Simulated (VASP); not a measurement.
# InP (F-43m) in VASP: further runs, part 3 of 3

VASP 6.6.1. Earlier steps stand in the parts before.

**4. Single point, PBEsol**

INCAR reads:

```
SYSTEM = InP
PREC = Accurate
ENCUT = 520
EDIFF = 1E-6
ISMEAR = -1
SIGMA = 0.05
LREAL = .False.
LASPH = .True.
NELM = 60
ALGO = Normal
ISIF = 2
LWAVE = .False.
LCHARG = .False.
GGA = PS
NBANDS = 16
```

KPOINTS reads:

```
regular mesh
0
Gamma
  5 5 5
  0 0 0
```

POSCAR reads:

```
InP
1.0
    0.0000000000      2.9305000000      2.9305000000
    2.9305000000      0.0000000000      2.9305000000
    2.9305000000      2.9305000000      0.0000000000
In P
1 1
Direct
    0.0000000000      0.0000000000      0.0000000000
    0.7500000000      0.7500000000      0.7500000000
```

Potentials or basis: VASP PAW PBE potentials, release 64 (In_d, P).

Started as:

```console
$ cat potpaw_PBE.64/In_d/POTCAR potpaw_PBE.64/P/POTCAR > POTCAR
$ mpirun -np 1 vasp_std > vasp.out
```

OUTCAR:

```text
SYSTEM = InP
   PREC = Accurate
   ENCUT = 520
   EDIFF = 1E-6
   ISMEAR = -1
   LREAL = .False.
   LASPH = .True.
   NELM = 60
   ISIF = 2
   GGA = PS

 ion  position               nearest neighbor table
   1  0.000  0.000  0.000-   2 2.54   2 2.54   2 2.54   2 2.54
   2  0.750  0.750  0.750-   1 2.54   1 2.54   1 2.54   1 2.54

  LATTYP: Found a face centered cubic cell.
 ALAT       =     5.8610000000

  Lattice vectors:

 A1 = (   0.0000000000,   2.9305000000,   2.9305000000)
 A2 = (   2.9305000000,   0.0000000000,   2.9305000000)
 A3 = (   2.9305000000,   2.9305000000,   0.0000000000)

Analysis of symmetry for initial positions (statically):
=====================================================================
 Subroutine PRICEL returns:
 Original cell was already a primitive cell.

 Routine SETGRP: Setting up the symmetry group for a
 face centered cubic supercell.

 Subroutine GETGRP returns: Found 24 space group operations
 (whereof 24 operations were pure point group operations)
 out of a pool of 48 trial point group operations.

The static configuration has the point symmetry T_d .

Analysis of symmetry for dynamics (positions and initial velocities):
=====================================================================
 Subroutine PRICEL returns:
 Original cell was already a primitive cell.

 Routine SETGRP: Setting up the symmetry group for a
 face centered cubic supercell.

 Subroutine GETGRP returns: Found 24 space group operations
 (whereof 24 operations were pure point group operations)
 out of a pool of 48 trial point group operations.

The dynamic configuration has the point symmetry T_d .

 Subroutine INISYM returns: Found 24 space group operations
 (whereof 24 operations are pure point group operations),
 and found     1 'primitive' translations

----------------------------------------------------------------------------------------

                                     Primitive cell

  volume of cell :      50.3333

  direct lattice vectors                    reciprocal lattice vectors
     0.000000000  2.930500000  2.930500000    -0.170619348  0.170619348  0.170619348
     2.930500000  0.000000000  2.930500000     0.170619348 -0.170619348  0.170619348
     2.930500000  2.930500000  0.000000000     0.170619348  0.170619348 -0.170619348

  length of vectors
     4.144352845  4.144352845  4.144352845     0.295521380  0.295521380  0.295521380

  position of ions in fractional coordinates (direct lattice)
     0.000000000  0.000000000  0.000000000
     0.750000000  0.750000000  0.750000000

  ion indices of the primitive-cell ions
   primitive index   ion index
                 1           1
                 2           2

----------------------------------------------------------------------------------------

 KPOINTS: regular mesh

Automatic generation of k-mesh.
 Grid dimensions read from file:
 generate k-points for:    5    5    5

 Generating k-lattice:

  Cartesian coordinates                     Fractional coordinates (reciprocal lattice)
    -0.034123870  0.034123870  0.034123870     0.200000000  0.000000000  0.000000000
     0.034123870 -0.034123870  0.034123870     0.000000000  0.200000000  0.000000000
     0.034123870  0.034123870 -0.034123870     0.000000000  0.000000000  0.200000000

  Length of vectors
     0.059104276  0.059104276  0.059104276

  Shift w.r.t. Gamma in fractional coordinates (k-lattice)
     0.000000000  0.000000000  0.000000000

 Subroutine IBZKPT returns following result:
 ===========================================

 Found     10 irreducible k-points:

 Following reciprocal coordinates:
            Coordinates               Weight
  0.000000  0.000000  0.000000      1.000000
  0.200000  0.000000  0.000000      8.000000
  0.400000  0.000000  0.000000      8.000000
  0.200000  0.200000  0.000000      6.000000
  0.400000  0.200000  0.000000     24.000000
 -0.400000  0.200000  0.000000     24.000000
 -0.200000  0.200000  0.000000     12.000000
  0.400000  0.400000  0.000000      6.000000
 -0.400000  0.400000  0.000000     12.000000
 -0.400000  0.400000  0.200000     24.000000
   k-points           NKPTS =     10   k-points in BZ     NKDIM =     10   number of bands    NBANDS=     16
   number of dos      NEDOS =    301   number of ions     NIONS =      2
   total plane-waves  NPLWV =  32768
   dimension x,y,z NGX =    32 NGY =   32 NGZ =   32
   dimension x,y,z NGXF=    64 NGYF=   64 NGZF=   64
   ions per type =               1   1
   NGX,Y,Z   is equivalent  to a cutoff of  12.84, 12.84, 12.84 a.u.
   NGXF,Y,Z  is equivalent  to a cutoff of  25.67, 25.67, 25.67 a.u.
 SYSTEM =  InP
   PREC   = accura    normal or accurate (medium, high low for compatibility)
   ISTART =      0    job   : 0-new  1-cont  2-samecut
   ICHARG =      2    charge: 1-file 2-atom 10-const
   ISPIN  =      1    spin polarized calculation?
   LNONCOLLINEAR =      F non collinear calculations
   LSORBIT =      F    spin-orbit coupling
   LASPH  =      T    aspherical Exc in radial PAW
   ENCUT  =  520.0 eV  38.22 Ry    6.18 a.u.   7.71  7.71  7.71*2*pi/ulx,y,z
   NELM   =     60;   NELMIN=  2; NELMDL= -5     # of ELM steps
   EDIFF  = 0.1E-05   stopping-criterion for ELM
   LREAL  =      F    real-space projection
   EDIFFG = 0.1E-04   stopping-criterion for IOM
   NSW    =      0    number of steps for IOM
   IBRION =     -1    ionic relax: 0-MD 1-quasi-New 2-CG
   NFREE  =      0    steps in history (QN), initial steepest desc. (CG)
   ISIF   =      2    stress and relaxation
   ISYM   =      2    0-nonsym 1-usesym 2-fastsym
   POTIM  = 0.5000    time-step for ionic-motion
   TEBEG  =    0.0;   TEEND  =   0.0 temperature during run
   PSTRESS=    0.0 pullay stress
   NELECT =      18.0000    total number of electrons
   NUPDOWN=      -1.0000    fix difference up-down
   EMIN   =  10.00;   EMAX   =-10.00  energy-range for DOS
   EFERMI =   0.00;   METHOD = LEGACY
   ISMEAR =    -1;   SIGMA  =   0.05  broadening in eV -4-tet -1-fermi 0-gaus
   EFERMI_NEDOS =   21; number of points for ismear=-14 and -15
   IALGO  =     38    algorithm
   IMIX   =      4    mixing-type and parameters
     AMIX     =   0.40;   BMIX     =  1.00
     AMIX_MAG =   1.60;   BMIX_MAG =  1.00
  volume/ion in A,a.u.               =      25.17       169.83
  Fermi-wavevector in a.u.,A,eV,Ry     =   1.162021  2.195901 18.371846  1.350293
  Thomas-Fermi vector in A             =   2.298587
   LORBIT       =      0    0 simple, 1 ext, 2 COOP (PROOUT), +10 PAW based schemes
   GGA     = PS    functional components
   LHFCALC =     F    Hartree Fock is set to
   AEXX    =    0.0000 exact exchange contribution
   IVDW    =     0    specifies the selected vdW correction
   LEPSILON=     F    determine dielectric tensor
   LRPA    =     F    only Hartree local field effects (RPA)
 non-spin polarized calculation
  energy-cutoff  :      520.00
  volume of cell :       50.33
 maximum number of plane-waves:      1369
   NGX = 15   NGY = 15   NGZ = 15

 number of electron      18.0000005 magnetization

 Free energy of the ion-electron system (eV)
  ---------------------------------------------------
  ext. energy  EPLUGINS =         0.00000000
  ---------------------------------------------------
  free energy    TOTEN  =        -9.11753721 eV

  energy without entropy =       -9.11749243  energy(sigma->0) =       -9.11751482

 E-fermi :   5.4414     XC(G=0):  -9.4727

 val. band max:        5.1097151509   @ k =   0.0000   0.0000   0.0000
 cond. band min:       5.7178976872   @ k =   0.0000   0.0000   0.0000
 fundamental gap:      0.6081825363
 Fermi energy:         5.4413712531

 k-point     1 :       0.0000    0.0000    0.0000
  band No.  band energies     occupation
      1      -9.0597      2.00000
      2      -9.0597      2.00000
      3      -9.0597      2.00000
      4      -8.9060      2.00000
      5      -8.9060      2.00000
      6      -6.4410      2.00000
[... 8 lines left out ...]
     15      14.5301      0.00000
     16      14.5301      0.00000
[... 153 lines left out ...]
 k-point    10 :      -0.4000    0.4000    0.2000
  band No.  band energies     occupation
      1      -9.2071      2.00000
      2      -9.0006      2.00000
      3      -8.9707      2.00000
      4      -8.9273      2.00000
      5      -8.8890      2.00000
      6      -4.2071      2.00000
[... 8 lines left out ...]
     15      15.6811      0.00000
     16      17.6026      0.00000

------------------------ aborting loop because EDIFF is reached ----------------------------------------

  FORCE on cell =-STRESS in cart. coord.  units (eV):
  Direction    XX          YY          ZZ          XY          YZ          ZX
  --------------------------------------------------------------------------------------
  -------------------------------------------------------------------------------------
  Total        0.1947185      0.1947185      0.1947185      0.0000000      0.0000000     -0.0000000
  in kB        6.1981587      6.1981587      6.1981587      0.0000000      0.0000000     -0.0000000
  external PRESSURE =       6.1981587 kB  Pullay stress =       0.0000000 kB

 VOLUME and BASIS-vectors are now :
 -----------------------------------------------------------------------------
  energy-cutoff  :      520.00
  volume of cell :       50.33
      direct lattice vectors                 reciprocal lattice vectors
     0.000000000  2.930500000  2.930500000    -0.170619348  0.170619348  0.170619348
     2.930500000  0.000000000  2.930500000     0.170619348 -0.170619348  0.170619348
     2.930500000  2.930500000  0.000000000     0.170619348  0.170619348 -0.170619348

 POSITION                                       TOTAL-FORCE (eV/Angst)
 -----------------------------------------------------------------------------------
      0.00000      0.00000      0.00000         0.000000     -0.000000      0.000000
      4.39575      4.39575      4.39575        -0.000000      0.000000     -0.000000
 -----------------------------------------------------------------------------------
    total drift:                                0.000000      0.000000     -0.000000

  FREE ENERGIE OF THE ION-ELECTRON SYSTEM (eV)
  ---------------------------------------------------
  free  energy   TOTEN  =        -9.1175372129 eV

  energy  without entropy=       -9.1174924320  energy(sigma->0) =       -9.11751482
```

OSZICAR:

```text
N       E                     dE             d eps       ncg     rms          rms(c)
DAV:   1     0.111448423308E+03    0.11145E+03   -0.83154E+03   320   0.123E+03
DAV:   2    -0.216877861433E+01   -0.11362E+03   -0.10896E+03   344   0.300E+02
DAV:   3    -0.934167994072E+01   -0.71729E+01   -0.71393E+01   432   0.725E+01
DAV:   4    -0.952928289115E+01   -0.18760E+00   -0.18756E+00   384   0.128E+01
DAV:   5    -0.953666588588E+01   -0.73830E-02   -0.73829E-02   488   0.204E+00    0.550E+00
DAV:   6    -0.915629530405E+01    0.38037E+00   -0.58404E-01   496   0.136E+01    0.322E+00
DAV:   7    -0.911981127940E+01    0.36484E-01   -0.14338E-01   448   0.339E+00    0.112E+00
DAV:   8    -0.911719997101E+01    0.26113E-02   -0.15019E-02   424   0.141E+00    0.329E-01
DAV:   9    -0.911743476799E+01   -0.23480E-03   -0.11724E-03   384   0.372E-01    0.154E-01
DAV:  10    -0.911750709745E+01   -0.72329E-04   -0.16464E-04   480   0.162E-01    0.962E-02
DAV:  11    -0.911753795012E+01   -0.30853E-04   -0.57628E-05   360   0.865E-02    0.467E-02
DAV:  12    -0.911753721286E+01    0.73726E-06   -0.58965E-06   360   0.206E-02
   1 F= -.91175372E+01 E0= -.91175148E+01  d E =-.447809E-04
```

Run time: 12 s. Hardware: 1 thread of Intel Xeon 6975P-C, shared host; peak memory 0.17 GiB.

What came out:

| Quantity | Value |
| --- | --- |
| Free energy | -9.1175 eV |
| Pressure | 0.6 GPa |
| Band gap on the k mesh | 0.61 eV, direct |

Levels at points of the mesh, in eV from the valence-band top:
```csv
k point,band 5,band 6,band 7,band 8,band 9,band 10,band 11,band 12,band 13,band 14
"(0.00, 0.00, 0.00)",-14.02,-11.55,0.00,0.00,0.00,0.61,4.00,4.00,4.00,8.34
```

Caveat: the PAW data sets were made with another functional, which shifts forces and pressure a little; spin-orbit coupling is left out, which moves the levels of the heavy elements.

**5. Single point, revPBE**

INCAR: that of step 4 with these lines changed.

```diff
@@ -12,4 +12,6 @@
 LWAVE = .False.
-LCHARG = .False.
-GGA = PS
+LCHARG = .True.
+GGA = RE
+LELF = .True.
+LVHAR = .True.
 NBANDS = 16
```

KPOINTS reads:

```
Automatic mesh
0
Gamma
  5 5 5
  0 0 0
```

POSCAR is that of step 4.

Started as:

```console
$ cat potpaw_PBE.64/In_d/POTCAR potpaw_PBE.64/P/POTCAR > POTCAR
$ mpirun -np 1 vasp_std > vasp.out
```

It took 21 s on 1 thread of Intel Xeon 6975P-C, shared host; peak memory 0.17 GiB.

It converged, with:

```
Free energy            : -7.7596 eV
Pressure               : 4.6 GPa
Band gap on the k mesh : 0.81 eV, direct
```

Levels at points of the mesh, in eV from the valence-band top:
| k point | band 5 | band 6 | band 7 | band 8 | band 9 | band 10 | band 11 | band 12 | band 13 | band 14 |
| --- | --- | --- | --- | --- | --- | --- | --- | --- | --- | --- |
| (0.00, 0.00, 0.00) | -14.07 | -11.50 | 0.00 | 0.00 | 0.00 | 0.81 | 4.11 | 4.11 | 4.11 | 8.75 |

Caveat: the PAW data sets were made with another functional, which shifts forces and pressure a little; spin-orbit coupling is left out, which moves the levels of the heavy elements.

**6. Single point, BLYP**

INCAR reads:

```
PREC = Accurate
ENCUT = 520
EDIFF = 1E-7
ISMEAR = -1
SIGMA = 0.05
LREAL = False
LASPH = True
NELM = 60
ALGO = Normal
ISIF = 2
LWAVE = False
LCHARG = False
GGA = B5
ALDAX = 1.0
AGGAX = 1.0
AGGAC = 1.0
ALDAC = 0.0
NBANDS = 16
```

KPOINTS reads:

```
regular mesh
0
Gamma
  5 5 5
```

POSCAR is that of step 5.

Potentials or basis: VASP PAW PBE potentials, release 64 (In_d, P).

Started as:

```console
$ cat potpaw_PBE.64/In_d/POTCAR potpaw_PBE.64/P/POTCAR > POTCAR
$ mpirun -np 1 vasp_std > vasp.out
```

Wall time 36 s (1 thread of Intel Xeon 6975P-C, shared host); peak memory 0.17 GiB.

Results (log left out):

```
Free energy            : -7.0229 eV
Pressure               : 6.8 GPa
Band gap on the k mesh : 0.62 eV, direct
```

Levels at points of the mesh, in eV from the valence-band top:
| k point | band 5 | band 6 | band 7 | band 8 | band 9 | band 10 | band 11 | band 12 | band 13 | band 14 |
| --- | --- | --- | --- | --- | --- | --- | --- | --- | --- | --- |
| (0.00, 0.00, 0.00) | -14.09 | -11.52 | 0.00 | 0.00 | 0.00 | 0.62 | 4.10 | 4.10 | 4.10 | 8.76 |

Caveat: the PAW data sets were made with another functional, which shifts forces and pressure a little; spin-orbit coupling is left out, which moves the levels of the heavy elements. As with any semilocal functional, this BLYP gap is likely too small.

**7. The runs side by side**

```csv
level,potentials or basis,gap on the mesh (eV),pressure (GPa)
LDA,"VASP PAW LDA potentials, release 64 (In_d, P)",0.50,-1.2
PBE,"VASP PAW PBE potentials, release 64 (In_d, P)",0.71,3.3
PBEsol,"VASP PAW PBE potentials, release 64 (In_d, P)",0.61,0.6
revPBE,"VASP PAW PBE potentials, release 64 (In_d, P)",0.81,4.6
BLYP,"VASP PAW PBE potentials, release 64 (In_d, P)",0.62,6.8
```

Alike in all rows: task single point; no spin polarisation; cell as given; k mesh 5 × 5 × 5; cutoff (eV) 520; smearing fermi-dirac 0.05 eV.

Caveats: spin-orbit coupling is left out, which moves the levels of the heavy elements; the PAW data sets were made with another functional, which shifts forces and pressure a little (some runs).

Absolute energies hang on the potentials; compare differences alone.

**8. Comparison with measurements**

Step 2. A measured gap of InP is 1.4236 eV (direct; 1.6 K; a printed reference work, data compilation); the calculated 0.50 eV misses it by -0.92 eV. Spin-orbit coupling on In is left out. The value is that of LDA, without temperature or zero-point motion. Semilocal functionals fall short of measured gaps as a rule.

Step 4. Against the measured gap of InP, 1.4236 eV (direct; 1.6 K; a printed reference work, data compilation), the calculated 0.61 eV is off by -0.82 eV. Spin-orbit coupling on In is left out. The value is that of PBEsol, without temperature or zero-point motion. Semilocal functionals fall short of measured gaps as a rule.
